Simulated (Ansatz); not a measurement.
SnO2: changing the dispersion correction

The cell as given:

```
Sn O
1.0
     4.73800    0.00000    0.00000
     0.00000    4.73800    0.00000
     0.00000    0.00000    3.18650
Sn O
2 4
Direct
  0.50000 0.50000 0.50000
  0.00000 0.00000 0.00000
  0.80710 0.19290 0.50000
  0.69290 0.69290 0.00000
  0.19290 0.80710 0.50000
  0.30710 0.30710 0.00000
```

Kept alike: task relaxation of cell and atoms; functional PBEsol; k mesh 6 × 6 × 8; occupations fermi-dirac, width 0.05 eV; no spin polarisation. Program: Ansatz, Ansatz PAW, cutoff 420 eV. The mesh is that of the run's cell of 6 atoms. No spin-orbit coupling.

| dispersion correction | band gap (eV) | volume (Å³/atom) | first edge of the run's cell (Å) | third edge of the run's cell (Å) |
| --- | --- | --- | --- | --- |
| D3(BJ) | 1.055 | 12.015 | 4.744 | 3.204 |
| D3(BJ)-ATM | 1.036 | 12.037 | 4.747 | 3.205 |
| D4 | 1.023 | 12.052 | 4.749 | 3.206 |
| none | 0.919 | 12.176 | 4.769 | 3.212 |

Gaps hold for each row's own relaxed cell. The relaxations keep at least the cell's symmetry (P4_2/mnm). Relaxations stop with a little pressure left, so the last digits of a volume or edge aren't settled. Ansatz's relaxations hold a Pulay term in the stress (up to 0.9 GPa here). A gap read on the mesh alone can miss an edge between its points. All rows use potentials made for PBE.

What does the dispersion correction change here?

The band gap runs from 0.919 (none) to 1.055 eV (D3(BJ)). Measured: 3.6 eV (pmc:6679235, doi:10.3390/ma12142315). Semilocal gaps run low as a rule. The gap moves here only through the cell or the potentials. The volume runs from 12.015 (D3(BJ)) to 12.176 Å³/atom (none). Against no correction: D3(BJ) -1.3 %; D3(BJ)-ATM -1.1 %; D4 -1.0 %. Dispersion terms mostly attract and so lower the volume; the schemes' coefficients and damping set how far. The first edge of the run's cell runs from 4.744 (D3(BJ)) to 4.769 Å (none). The third edge of the run's cell runs from 3.204 (D3(BJ)) to 3.212 Å (none).
